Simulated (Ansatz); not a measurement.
## A series in volume per atom on ZnAu

All results are calculated (Ansatz 0.2.0). Periodic Kohn-Sham DFT of a crystal at fixed atoms; pressure and stress are positive in compression; the energy is the free energy less that of spherical unpolarised free atoms; site moments are those in the method's own spheres, positive along +z.

Cell of the first row (space group Pm-3m, No. 221):
```
cell vectors (Å)
   3.0828     0.0000     0.0000
   0.0000     3.0828     0.0000
   0.0000     0.0000     3.0828
atoms (fractions of the cell vectors)
Zn  0.50000  0.50000  0.50000
Au  0.00000  0.00000  0.00000
```

Settings of every row: method all-electron PAW; functional PBEsol; relativity scalar; k mesh 13x13x13; filling fermi-dirac; smearing width 0.05 eV; nucleus gaussian.

Atom start moment: 0 on all atoms.

Limits: no spin-orbit coupling on heavy atoms; the cell comes from a prototype or a list of computed structures and needn't be the stable phase.

| row | volume per atom (Å³) | pressure (GPa) |
| --- | --- | --- |
| 1 | 14.648 | 7.11 |
| 2 | 14.699 | 6.497 |
| 3 | 14.96 | 3.523 |
| 4 | 15.272 | 0.372 |
| 5 | 15.427 | -1.056 |
| 6 | 15.629 | -2.768 |
| 7 | 15.739 | -3.647 |
| 8 | 15.895 | -4.82 |
| 9 | 16.207 | ? |
| 10 | 16.518 | -8.801 |
| 11 | 16.566 | -9.066 |

Question: what pressure should row 9 give?

Worked fit of pressure. Take u = (V_r/V)^(2/3) − 1 with V_r = 15.528 Å³ an atom, which is twice the finite (Eulerian) strain; such expansions in the strain, on which the Birch-Murnaghan equation of state is built, carry the rest volume and the bulk modulus. The shown rows have u = 0.03966, 0.03725, 0.02515, 0.01114, 0.00436, -0.00431, -0.00896, -0.01545, -0.04037, -0.04222. Least squares give pressure = −1.9289 + 198.147 × u + 722.01 × u² + 765 × u³ GPa; a parabola predicts inner rows, each left out in turn, worse (root mean square 0.012 against 0.0036 GPa). The rows lie off it by -0.003, 0.004, 0.000, 0.003, -0.005, 0.002, 0.000, 0.001, 0.001, -0.001 (root mean square 0.0026 GPa). The pressure vanishes at u = 0.0094, or V = 15.31 Å³ an atom, and there the bulk modulus at fixed shape and fractions is B = −V dP/dV = (2/3)(1 + u) dP/du = 143 GPa. The withheld row has u = -0.02813, so the fit gives −1.9289 + 198.147 × (-0.02813) + 722.01 × (-0.02813)² + 765 × (-0.02813)³ = -6.948 GPa.

The calculation gave -6.945 GPa. The fit lies 0.003 GPa (0.019 % of the column's range) below it; its largest miss of a shown row is 0.005 GPa.
